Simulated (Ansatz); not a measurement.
# Does disorder add resistance in series? Cu(111) layers with 50 % Ru

Two lengths of the disordered region are known. What area resistance does the third give?

**Method.** Ansatz 0.2.0, plane waves with PAW datasets at their recommended cutoffs (420 eV for most), Fermi-Dirac smearing; ballistic transmission by layer matching. The area resistance is RA = A (h/2e²)(1/T − 1/N), with T the zone-mean transmission per spin and N the lead's channels, both averaged over a few energies near the Fermi level; for magnets each spin is taken apart, with h/e², and the two conduct in parallel. Lateral cell 2x2, PBE, a fresh random draw for each length.

Results; the value marked ? is to be predicted:

| length (Å) | channels N | RA (fΩ m²) |
| --- | --- | --- |
| 8.35 | 3.210 | 1.35 |
| 16.7 | 3.197 | 2.79 |
| 25.0 | 3.210 | ? |

**Estimate by hand.**

Ohm's law makes RA linear in the length: the slope is (2.79 − 1.35)/(16.7 − 8.35) = 0.171 fΩ m² per Å, or 171 µΩ cm. Then 2.79 + 0.171 × 8.35. Predicted: 4.22 fΩ m².

Check against the run:

3.36 fΩ m², so the prediction is 25 % too high. The three lengths together give 120 µΩ cm. Single draws scatter; these runs don't part the causes of the miss, and leave the question open.

Caveats: The scatterers repeat sideways with the small cell. The slope is a raw one; a model of isotropic scattering puts it 1.00 times the bulk value over these lengths. Atoms sit unrelaxed on the host's lattice, and the pair may not mix at random in practice.
